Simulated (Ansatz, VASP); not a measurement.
**One calculation of FeO (Wuestite), two programs**

```xyz
2
Lattice="1.5188 0.8769 2.5196 -1.5188 0.8769 2.5196 0.0000 -1.7538 2.5196" Properties=species:S:1:pos:R:3 pbc="T T T"
Fe    0.0000    0.0000    0.0000
O     0.0000    0.0000    3.7794
```

Alike in both runs: task single point; functional PBEsol; k mesh 11 × 11 × 11; occupations fermi-dirac, width 0.05 eV; collinear spin.

|  | VASP | Ansatz |
| --- | --- | --- |
| version | VASP 6.6.1 | Ansatz 0.2.0 |
| potentials or method | VASP PAW PBE potentials, release 64 (Fe, O), cutoff 520 eV | all-electron LAPW, scalar-relativistic |

Ansatz gave:

```
gap on the k mesh at the Fermi level (eV)                     : none
pressure (GPa)                                                : -9.5
largest component of the traceless stress (GPa)               : 0.65
net moment per atom (μB)                                      : 2.00
size of the moment on the site where the two differ most (μB) : 0.32
```

**Question.** Which values does VASP return?

**Answer.** gap on the k mesh at the Fermi level (eV): none; pressure (GPa): -9.2; largest component of the traceless stress (GPa): 0.68; net moment per atom (μB): 2.00; size of the moment on the site where the two differ most (μB): 0.30.

Site moments also hang on the region over which each program counts them. A gap of «none» marks a metal or a gap that the smearing closes. Ansatz ran all-electron here, so the differences hold the error of VASP's frozen core and of both bases.

Caveats: a cell with one magnetic atom can't hold antiferromagnetic order, which such compounds often take; semilocal functionals often make such compounds metallic where correlation or magnetic order opens a gap, which also shifts bond lengths; the PAW data sets were made with another functional, which shifts forces and pressure a little (VASP).
